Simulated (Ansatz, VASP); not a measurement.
NaF (Villiaumite) in VASP and in Ansatz

```
Na F
1.0
     0.00000    2.29755    2.29755
     2.29755    0.00000    2.29755
     2.29755    2.29755    0.00000
Na F
1 1
Direct
  0.00000 0.00000 0.00000
  0.50000 0.50000 0.50000
```

Alike in both runs: functional r2SCAN; k mesh 10 × 10 × 10; occupations fermi-dirac, width 0.02 eV; no spin polarisation.

Ansatz relaxed the structure, and its values are those at the end. VASP's run is a single point on that final structure, the one shown.

|  | VASP | Ansatz |
| --- | --- | --- |
| version | VASP 6.6.1 | Ansatz 0.2.0 |
| potentials or method | VASP PAW PBE potentials, release 64 (Na_pv, F) | PAW plane waves |
| plane-wave cutoff (eV) | 520 | 500 |
| valence electrons in the cell | 14 | 16 |

Ansatz gave:

- gap on the k mesh at the Fermi level (eV): 7.28
- pressure (GPa): 0.0

Problem. Estimate VASP's values.

Solution. gap on the k mesh at the Fermi level (eV): 7.32; pressure (GPa): -0.9.

The two sets of potentials don't hold the same shells in valence.

Caveats: the PAW data sets were made with another functional, which shifts forces and pressure a little (VASP). r2SCAN opens gaps a little over a GGA but as a rule still falls short of measured ones. A k mesh can miss the band edges.
